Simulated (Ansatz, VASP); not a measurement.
## ZnS: VASP beside Ansatz

```
Zn S
1.0
     3.92095    0.00000    0.00000
    -1.96047    3.39564    0.00000
     0.00000    0.00000    6.43074
Zn S
2 2
Direct
  0.33333 0.66667 0.00005
  0.66667 0.33333 0.50005
  0.33333 0.66667 0.37495
  0.66667 0.33333 0.87495
```

Alike in both runs: task single point; functional PBE; k mesh 12 × 12 × 4; occupations gaussian, width 0.02 eV; no spin polarisation.

```csv
,VASP,Ansatz
version,VASP 6.6.1,Ansatz 0.2.0
potentials or method,"VASP PAW PBE potentials, release 64 (Zn, S)","scalar-relativistic, plane waves, PAW"
plane-wave cutoff (eV),520,420
valence electrons in the cell,36,36
```

Ansatz gave:

```
gap on the k mesh at the Fermi level (eV)       : 1.82
least direct gap on the mesh (eV)               : 1.82
pressure (GPa)                                  : -3.6
largest component of the traceless stress (GPa) : 0.08
```

Question: What did VASP give for the same quantities?

Answer: gap on the k mesh at the Fermi level (eV): 1.82; least direct gap on the mesh (eV): 1.82; pressure (GPa): -3.5; largest component of the traceless stress (GPa): 0.08.

With one functional, cell and mesh, what is left measures potentials, basis and numerics.

A k mesh can miss the band edges. PBE gaps usually lie below the measured ones, often by a third to a half.
